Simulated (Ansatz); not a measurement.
MgF2 (started from an entry of an open crystallographic database) at its r2SCAN geometry, run in the plane-wave code Ansatz at 4 levels of theory. No spin polarisation and no zero-point or thermal motion.

The r2SCAN input:
```yaml
crystal:
  lattice:
    - [4.6220162608, 0.0, 0.0]
    - [0.0, 4.6220162608, 0.0]
    - [0.0, 0.0, 3.0461115451]
  atoms:
    - { symbol: Mg, position: [0.0, 0.0, 0.0] }
    - { symbol: Mg, position: [0.5, 0.5, 0.5] }
    - { symbol: F, position: [0.302950605, 0.302950605, 0.0] }
    - { symbol: F, position: [0.197049395, 0.802950605, 0.5] }
    - { symbol: F, position: [0.697049395, 0.697049395, 0.0] }
    - { symbol: F, position: [0.802950605, 0.197049395, 0.5] }
kpoints:
  mp_grid: { grid: [6, 6, 8] }
  band_path:
    path:
      - [0.0, 0.0, 0.0]
      - [0.0, 0.5, 0.0]
      - [0.5, 0.5, 0.0]
      - [0.0, 0.0, 0.5]
      - [0.0, 0.5, 0.5]
      - [0.5, 0.5, 0.5]
    npoints: 1
hamiltonian:
  xc: r2scan
scf:
  occupations: { method: fixed }
  n_extra_bands: 5
output:
  forces: true
  stress: true
  eigenvalues: true
```

Main results, then, where recorded, the levels near the gap in eV from the Fermi energy (columns number the bands from 0), one row a point of the path (Γ, X, M, Z, R, A):
```
Crystal: 6 atoms, lattice volume = 65.074 Å³
Symmetry: 16 space group operations
Space group: P42/mnm (ITA 136)
```
```
Basis set: ecut = 500 eV, 1679 PW (Γ)
k-points: 50 of 288
SCF converged after 6 iterations
Free energy (F): -7103.246953 eV
Fermi energy:    1.806698 eV
--- Forces (eV/Å), atoms counted from 1 ---
  atom   1  Mg      0.00000      0.00000      0.00000
  atom   2  Mg      0.00000      0.00000      0.00000
  atom   3  F       0.00006      0.00006      0.00000
  atom   4  F     -0.00006      0.00006      0.00000
  atom   5  F     -0.00006    -0.00006      0.00000
  atom   6  F       0.00006    -0.00006      0.00000
--- Stress (GPa, compression-positive) ---
       -0.000806       0.000000       0.000000
        0.000000      -0.000806       0.000000
        0.000000       0.000000       0.000527
  P = ⅓ Tr σ = -0.0004 GPa (-0.004 kbar)
```
```tsv
band_21	band_22	band_23	band_24	band_25	band_26
-0.316	-0.316	0.000	8.071	13.319	13.319
-0.968	-0.379	-0.379	10.507	10.507	14.604
-0.936	-0.786	-0.786	12.249	12.249	12.381
-1.159	-0.861	-0.861	12.910	12.910	16.101
-0.732	-0.673	-0.673	13.821	13.821	14.621
-0.622	-0.479	-0.479	14.311	14.311	14.628
```

With r2SCAN the gap is 8.07 eV and direct, at Γ.

r2SCANh. Against the first input these blocks differ (the band path and keys that only write files left aside):
```yaml
kpoints:
  mp_grid: { grid: [4, 4, 6] }
hamiltonian:
  xc: r2scanh
```

```
Basis set: ecut = 500 eV, 1679 PW (Γ)
k-points: 24 of 96
Exchange kernel: α = 0.1000, full range, Wigner–Seitz truncation, v(0) = 11624.9191 eV·Å³, q-mesh 4×4×6
hybrid outer 1: dexx = +4.170e-4 eV, tail = 1.80e-6 eV
hybrid outer 2: dexx = +8.827e-9 eV, tail = 4.66e-9 eV, Δε = 4.18e-4 eV, ΔF = 8.20e-5 eV/Å
hybrid SCF converged: 2 outer / 9 inner (+2 warm-up)
Free energy (F): -7102.452531 eV
Fermi energy:    1.008192 eV
--- Forces (eV/Å), atoms counted from 1 ---
  atom   1  Mg      0.00000      0.00000      0.00000
  atom   2  Mg      0.00000      0.00000      0.00000
  atom   3  F       0.01000      0.01000      0.00000
  atom   4  F     -0.01000      0.01000      0.00000
  atom   5  F     -0.01000    -0.01000      0.00000
  atom   6  F       0.01000    -0.01000      0.00000
--- Stress (GPa, compression-positive) ---
       -0.828864       0.000000       0.000000
        0.000000      -0.828864       0.000000
        0.000000       0.000000      -0.966103
  P = ⅓ Tr σ = -0.8746 GPa (-8.746 kbar)
```
```tsv
band_21	band_22	band_23	band_24	band_25	band_26
-0.305	-0.305	0.000	9.162	14.444	14.444
-0.958	-0.381	-0.381	11.626	11.626	15.736
-0.932	-0.802	-0.802	13.373	13.373	13.543
-1.181	-0.877	-0.877	14.059	14.059	17.259
-0.733	-0.684	-0.684	14.963	14.963	15.795
-0.637	-0.479	-0.479	15.416	15.416	15.793
```

r2SCANh gives a direct gap of 9.16 eV at Γ. At this geometry r2SCANh finds -0.9 GPa, compression counted positive: its own equilibrium volume is smaller. The stress of a hybrid is loosely converged here.

HSE06. Against the first input these blocks differ (the band path and keys that only write files left aside):
```yaml
kpoints:
  mp_grid: { grid: [4, 4, 6] }
hamiltonian:
  xc: hse06
```

```
Basis set: ecut = 420 eV, 1259 PW (Γ)
k-points: 24 of 96
Exchange kernel: α = 0.2500, screened, ω = 0.2079 Å⁻¹, Wigner–Seitz truncation, v(0) = 1043.2377 eV·Å³, q-mesh 4×4×6
hybrid outer 1: dexx = +1.094e-2 eV, tail = 9.11e-5 eV
hybrid outer 2: dexx = +4.499e-7 eV, tail = 3.76e-8 eV, Δε = 2.51e-3 eV, ΔF = 9.70e-4 eV/Å
hybrid SCF converged: 2 outer / 10 inner (+2 warm-up)
Free energy (F): -7091.294912 eV
Fermi energy:    0.685974 eV
--- Forces (eV/Å), atoms counted from 1 ---
  atom   1  Mg      0.00000      0.00000      0.00000
  atom   2  Mg      0.00000      0.00000      0.00000
  atom   3  F       0.01546      0.01546      0.00000
  atom   4  F     -0.01546      0.01546      0.00000
  atom   5  F     -0.01546    -0.01546      0.00000
  atom   6  F       0.01546    -0.01546      0.00000
--- Stress (GPa, compression-positive) ---
        1.122323       0.000000       0.000000
        0.000000       1.122323       0.000000
        0.000000       0.000000       1.047769
  P = ⅓ Tr σ = 1.0975 GPa (10.975 kbar)
```
```tsv
band_21	band_22	band_23	band_24	band_25	band_26
-0.294	-0.294	0.000	9.471	14.730	14.730
-0.947	-0.381	-0.381	11.939	11.939	16.007
-0.930	-0.816	-0.816	13.723	13.723	13.801
-1.198	-0.893	-0.893	14.371	14.371	17.535
-0.733	-0.692	-0.692	15.264	15.264	16.084
-0.648	-0.478	-0.478	15.724	15.724	15.948
```

With HSE06 the gap is 9.47 eV and direct, at Γ. The mean pressure is +1.1 GPa (compression positive), so HSE06 would enlarge the cell's volume. (The program warns that its thresholds are loose for a hybrid's stress.)

Problem. Another run on the same cell gave
```
Basis set: ecut = 420 eV, 1259 PW (Γ)
k-points: 24 of 96
hybrid outer 1: dexx = +9.484e-2 eV, tail = 1.88e-3 eV
hybrid outer 2: dexx = +3.251e-5 eV, tail = 2.84e-6 eV, Δε = 1.21e-2 eV, ΔF = 4.35e-3 eV/Å
hybrid outer 3: dexx = +4.386e-8 eV, tail = 6.84e-9 eV, Δε = 3.08e-4 eV, ΔF = 4.10e-5 eV/Å
hybrid SCF converged: 3 outer / 16 inner (+2 warm-up)
Free energy (F): -7093.270858 eV
Fermi energy:    -1.940775 eV
--- Forces (eV/Å), atoms counted from 1 ---
  atom   1  Mg      0.00000      0.00000      0.00000
  atom   2  Mg      0.00000      0.00000      0.00000
  atom   3  F       0.04766      0.04766      0.00000
  atom   4  F     -0.04766      0.04766      0.00000
  atom   5  F     -0.04766    -0.04766      0.00000
  atom   6  F       0.04766    -0.04766      0.00000
--- Stress (GPa, compression-positive) ---
       -2.305197       0.000000       0.000000
        0.000000      -2.305197       0.000000
        0.000000       0.000000      -2.804923
  P = ⅓ Tr σ = -2.4718 GPa (-24.718 kbar)
```
```tsv
band_21	band_22	band_23	band_24	band_25	band_26
-0.263	-0.263	0.000	13.333	18.683	18.683
-0.920	-0.382	-0.382	15.867	15.867	19.986
-0.911	-0.855	-0.855	17.645	17.645	17.876
-1.246	-0.932	-0.932	18.379	18.379	21.575
-0.728	-0.716	-0.716	19.254	19.254	20.173
-0.684	-0.474	-0.474	19.616	19.616	20.072
```
Which level of theory and mesh gave it?

Solution. It is DDH-PBE0, judged by the exchange loop and the size of the gap (a near hybrid could fit too), on 4×4×6; the blocks that differ from the first input, but for the band path:
```yaml
crystal:
  host: atoms
kpoints:
  mp_grid: { grid: [4, 4, 6] }
hamiltonian:
  xc:
    exchange: pbe
    correlation: pbe
    exx: { coeff: inverse_dielectric }
```
DDH-PBE0 gives a direct gap of 13.33 eV at Γ. With the atoms held, the mean pressure is -2.5 GPa (compression positive). The stress of a hybrid is loosely converged here.

The hybrids run on coarser meshes, which limits their stresses and small splittings of levels.

Totals of different functionals can't be compared.

The meshes of the hybrids are coarse, so their gaps aren't converged to the digits shown.
